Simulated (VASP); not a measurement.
# BN in VASP: a series of runs, part 3 of 3

VASP 6.6.1. The steps go on from the part before.

### 6 Band structure, PBE+D3(BJ)

INCAR reads:

```
PREC = Accurate
ENCUT = 520
EDIFF = 1E-6
ISMEAR = 0
SIGMA = 0.03
LREAL = False
LASPH = True
NELM = 80
ALGO = Normal
ISIF = 2
LWAVE = False
LCHARG = False
LDIPOL = True
IDIPOL = 3
DIPOL = 0.5 0.5 0.500
GGA = PE
IVDW = 12
NBANDS = 21
LVHAR = True
LVACPOTAV = True
KPAR = 4
```

KPOINTS reads:

```
Automatic mesh
0
Gamma
  9 9 1
```

POSCAR reads:

```
BN                                      
1.0
    2.5072829611      0.0000000000      0.0000000000
   -1.2536414805      2.1713707339      0.0000000000
    0.0000000000      0.0000000000     24.6357000000
  B               N             
     3     3
Direct
     0.6666666699999979    0.3333333300000021    0.3653495667955701
     0.3333333300000021    0.6666666699999979    0.5000000000000000
     0.6666666699999979    0.3333333300000021    0.6346504332044300
     0.3333333300000021    0.6666666699999979    0.3652778345470445
     0.6666666699999979    0.3333333300000021    0.5000000000000000
     0.3333333300000021    0.6666666699999979    0.6347221654529555
```

KPOINTS_OPT reads:

```
explicit points
3
Reciprocal
 0.0000000000  0.0000000000  0.0000000000 1
 0.5000000000  0.0000000000  0.0000000000 1
 0.3333333300  0.3333333300  0.0000000000 1
```

Potentials or basis: VASP PAW PBE potentials, release 64 (B, N).

The run is started by

```
cat potpaw_PBE.64/B/POTCAR potpaw_PBE.64/N/POTCAR > POTCAR
mpirun -np 4 vasp_std > vasp.out
```

OUTCAR:

```text
PREC = Accurate
   ENCUT = 520
   EDIFF = 1E-6
   ISMEAR = 0
   LREAL = False
   LASPH = True
   NELM = 80
   ISIF = 2
   GGA = PE
   IVDW = 12
 IVDW          = 12

 ion  position               nearest neighbor table
   1  0.667  0.333  0.365-   4 1.45   4 1.45   4 1.45
   2  0.333  0.667  0.500-   5 1.45   5 1.45   5 1.45
   3  0.667  0.333  0.635-   6 1.45   6 1.45   6 1.45
   4  0.333  0.667  0.365-   1 1.45   1 1.45   1 1.45
   5  0.667  0.333  0.500-   2 1.45   2 1.45   2 1.45
   6  0.333  0.667  0.635-   3 1.45   3 1.45   3 1.45

  LATTYP: Found a hexagonal cell.
 ALAT       =     2.5072829611
 C/A-ratio  =     9.8256560517

  Lattice vectors:

 A1 = (   2.5072829611,   0.0000000000,   0.0000000000)
 A2 = (  -1.2536414805,   2.1713707339,   0.0000000000)
 A3 = (   0.0000000000,   0.0000000000,  24.6357000000)

Analysis of symmetry for initial positions (statically):
=====================================================================
 Subroutine PRICEL returns:
 Original cell was already a primitive cell.

 Routine SETGRP: Setting up the symmetry group for a
 hexagonal supercell.

[... 170 lines left out ...]
 Fermi energy:        -2.4099564776

 k-point     1 :       0.0000    0.0000    0.0000
  band No.  band energies     occupation
      1     -20.3203      2.00000
      2     -20.2033      2.00000
      3     -20.1088      2.00000
      4      -8.5146      2.00000
      5      -7.8037      2.00000
      6      -7.0188      2.00000
[... 277 lines left out ...]
     20      11.0107      0.00000
     21      11.0945      0.00000

------------------------ aborting loop because EDIFF is reached ----------------------------------------

 Edisp (eV)   -0.70435

 E8    (eV) :    -0.2135

  FORCE on cell =-STRESS in cart. coord.  units (eV):
  Direction    XX          YY          ZZ          XY          YZ          ZX
  --------------------------------------------------------------------------------------
  -------------------------------------------------------------------------------------
  Total       0.06359     0.06359    -0.01782     0.00000     0.00000    -0.00000
  in kB       0.75958     0.75958    -0.21285     0.00000     0.00000    -0.00000
  external pressure =        0.44 kB  Pullay stress =        0.00 kB

 VOLUME and BASIS-vectors are now :
 -----------------------------------------------------------------------------
  energy-cutoff  :      520.00
  volume of cell :      134.12
      direct lattice vectors                 reciprocal lattice vectors
     2.507282961  0.000000000  0.000000000     0.398838111  0.230269291  0.000000000
    -1.253641481  2.171370734  0.000000000     0.000000000  0.460538583  0.000000000
     0.000000000  0.000000000 24.635700000     0.000000000  0.000000000  0.040591499

 POSITION                                       TOTAL-FORCE (eV/Angst)
 -----------------------------------------------------------------------------------
      1.25364      0.72379      9.00064         0.000000     -0.000000     -0.004097
     -0.00000      1.44758     12.31785        -0.000000      0.000000      0.000000
      1.25364      0.72379     15.63506         0.000000      0.000000      0.004097
     -0.00000      1.44758      8.99888        -0.000000      0.000000     -0.001988
      1.25364      0.72379     12.31785         0.000000     -0.000000      0.000000
     -0.00000      1.44758     15.63682        -0.000000     -0.000000      0.001988
 -----------------------------------------------------------------------------------
    total drift:                                0.000008     -0.000005     -0.000000

  FREE ENERGIE OF THE ION-ELECTRON SYSTEM (eV)
  ---------------------------------------------------
  free  energy   TOTEN  =       -53.4587331523 eV

  energy  without entropy=      -53.4587331523  energy(sigma->0) =      -53.45873315

 vacuum level on the upper side and lower side of the slab         3.285         3.285
```

OSZICAR:

```text
N       E                     dE             d eps       ncg     rms          rms(c)
DAV:   1     0.163969680720E+03    0.16397E+03   -0.10362E+04   504   0.923E+02
DAV:   2    -0.421544358372E+02   -0.20612E+03   -0.19610E+03   725   0.236E+02
DAV:   3    -0.578847028167E+02   -0.15730E+02   -0.15650E+02   607   0.736E+01
[... 20 lines left out ...]
   1 F= -.53458733E+02 E0= -.53458733E+02  d E =-.203506E-14
       N       E                     dE             ncg
DAV:   1    -0.865025255386E+01   -0.24469E+04      126
DAV:   2    -0.548213579321E+03   -0.53956E+03      178
DAV:   3    -0.593488392535E+03   -0.45275E+02      156
DAV:   4    -0.594321772094E+03   -0.83338E+00      172
DAV:   5    -0.594342113027E+03   -0.20341E-01      175
DAV:   6    -0.594342752349E+03   -0.63932E-03      180
DAV:   7    -0.594342756075E+03   -0.37256E-05      188
DAV:   8    -0.594342756136E+03   -0.60966E-07      124
```

stdout:

```text
POSCAR found type information on POSCAR B N
 POSCAR found :  2 types and       6 ions
 scaLAPACK will be used
 LDA part: xc-table for (Slater+PW92), standard interpolation
 POSCAR, INCAR and KPOINTS ok, starting setup
 FFT: planning ... GRIDC
 FFT: planning ... GRID_SOFT
 FFT: planning ... GRID
 WAVECAR not read
 entering main loop
 -----------------------------------------------------------------------------
|                                                                             |
|           W    W    AA    RRRRR   N    N  II  N    N   GGGG   !!!           |
|           W    W   A  A   R    R  NN   N  II  NN   N  G    G  !!!           |
|           W    W  A    A  R    R  N N  N  II  N N  N  G       !!!           |
|           W WW W  AAAAAA  RRRRR   N  N N  II  N  N N  G  GGG   !            |
|           WW  WW  A    A  R   R   N   NN  II  N   NN  G    G                |
|           W    W  A    A  R    R  N    N  II  N    N   GGGG   !!!           |
|                                                                             |
|     Did not find any points to average over, which means that no vacuum     |
|     field-free region was found. Please increase the size of  your cell     |
|     in the dimension of the dipole correction to obtain accurate            |
|     workfunction values.                                                    |
|                                                                             |
 -----------------------------------------------------------------------------

 Start KPOINTS_OPT (optional k-point list driver)
k-point batch [1-3\3]
```

It took 16 s on 4 MPI ranks of Intel Xeon 6975P-C (Granite Rapids), shared host; peak memory 0.28 GiB.

Results:

```
Free energy                            : -53.4587 eV
Largest force                          : 0.004 eV/Å
Band gap on the k mesh                 : 4.45 eV, indirect (least direct gap 4.65 eV)
Band gap along the path                : 4.35 eV, indirect (least direct gap 4.65 eV)
Dispersion energy per atom             : -0.117 eV
Ionisation potential of the upper face : 5.85 eV
```

Forces in eV/Å, atoms in the order of the input:
```
B    0.000  0.000 -0.004
B    0.000  0.000  0.000
B    0.000  0.000  0.004
N    0.000  0.000 -0.002
N    0.000  0.000  0.000
N    0.000  0.000  0.002
```

Levels at points of the mesh, in eV from the valence-band top:
```csv
k point,band 8,band 9,band 10,band 11,band 12,band 13,band 14,band 15,band 16,band 17
"(0.00, 0.00, 0.00)",-1.36,-1.33,-1.33,-1.32,-1.32,4.87,5.15,5.98,6.68,6.84
```

Expect the measured gap to be larger: semilocal functionals such as PBE lack the derivative discontinuity.

### 7 Band structure, HSE06

POSCAR is that of step 6.

INCAR.step1 reads:

```
PREC = Accurate
ENCUT = 520
EDIFF = 1E-5
ISMEAR = 0
SIGMA = 0.03
LREAL = False
LASPH = True
NELM = 80
ALGO = Normal
ISIF = 2
LWAVE = True
LCHARG = False
LDIPOL = True
IDIPOL = 3
DIPOL = 0.5 0.5 0.500
NBANDS = 21
LVHAR = True
LVACPOTAV = True
KPAR = 4
GGA = PE
```

INCAR.step2 reads:

```
PREC = Accurate
ENCUT = 520
EDIFF = 1E-6
ISMEAR = 0
SIGMA = 0.03
LREAL = False
LASPH = True
NELM = 80
ALGO = Normal
ISIF = 2
LWAVE = False
LCHARG = False
LDIPOL = True
IDIPOL = 3
DIPOL = 0.5 0.5 0.500
GGA = PE
LHFCALC = True
HFSCREEN = 0.2
PRECFOCK = Fast
NBANDS = 21
LVHAR = True
LVACPOTAV = True
KPAR = 4
ISTART = 1
```

KPOINTS is that of step 6.

KPOINTS_OPT is that of step 6.

The run is started by

```
cat potpaw_PBE.64/B/POTCAR potpaw_PBE.64/N/POTCAR > POTCAR
cp INCAR.step1 INCAR
mpirun -np 4 vasp_std > vasp.out
cp INCAR.step2 INCAR
mpirun -np 4 vasp_std > vasp.out
```

Wall time 6.3 min (4 MPI ranks of Intel Xeon 6975P-C (Granite Rapids), shared host); peak memory 0.42 GiB.

It converged, with:

| Quantity | Value |
| --- | --- |
| Free energy | -61.2834 eV |
| Largest force | 0.051 eV/Å |
| Band gap on the k mesh | 5.80 eV, indirect (least direct gap 6.08 eV) |
| Band gap along the path | 5.68 eV, indirect (least direct gap 6.08 eV) |
| Ionisation potential of the upper face | 6.66 eV |

Forces on the atoms (eV/Å):
```
B    0.000  0.000 -0.051
B    0.000  0.000  0.000
B    0.000  0.000  0.051
N    0.000  0.000 -0.031
N    0.000  0.000  0.000
N    0.000  0.000  0.031
```

Levels at points of the mesh, in eV from the valence-band top:
| k point | band 10 | band 11 | band 12 | band 13 | band 14 | band 15 |
| --- | --- | --- | --- | --- | --- | --- |
| (0.00, 0.00, 0.00) | -1.57 | -1.56 | -1.56 | 5.86 | 6.08 | 6.65 |

Caveat: the PAW data sets were made with another functional, which shifts forces and pressure a little.

### 8 Summary

```csv
task,level,potentials or basis,cell,k mesh,cutoff (eV),dipole correction,by perturbation theory,grid for exact exchange (PRECFOCK),screening parameter,gap on the mesh (eV),largest force (eV/Å)
band structure,PBE+D3(BJ),"VASP PAW PBE potentials, release 64 (B, N)","P-6m2, 22.35 Å³/atom",15 × 15 × 1,520,yes,-,-,-,4.39,-
band structure,r2SCAN,"VASP PAW PBE potentials, release 64 (B, N)","P-6m2, 22.35 Å³/atom",15 × 15 × 1,520,yes,-,-,-,5.00,0.02
phonons,LDA,"VASP PAW LDA potentials, release 64 (B, N)","P-6m2, 22.04 Å³/atom",15 × 15 × 1,600,-,no,-,-,-,-
phonons,PBE+D3(BJ),"VASP PAW PBE potentials, release 64 (B, N)","P-6m2, 22.35 Å³/atom",15 × 15 × 1,600,-,no,-,-,-,-
band structure,PBE+D3(BJ),"VASP PAW PBE potentials, release 64 (B, N)","P-6m2, 22.35 Å³/atom",9 × 9 × 1,520,yes,-,-,-,4.45,-
band structure,HSE06,"VASP PAW PBE potentials, release 64 (B, N)","P-6m2, 22.35 Å³/atom",9 × 9 × 1,520,yes,-,Fast,0.2 1/A,5.80,0.05
```

Alike in all rows: no spin polarisation; smearing gaussian 0.03 eV.

Caveats: the PAW data sets were made with another functional, which shifts forces and pressure a little (some runs).

Absolute energies hang on the potentials; compare differences alone.
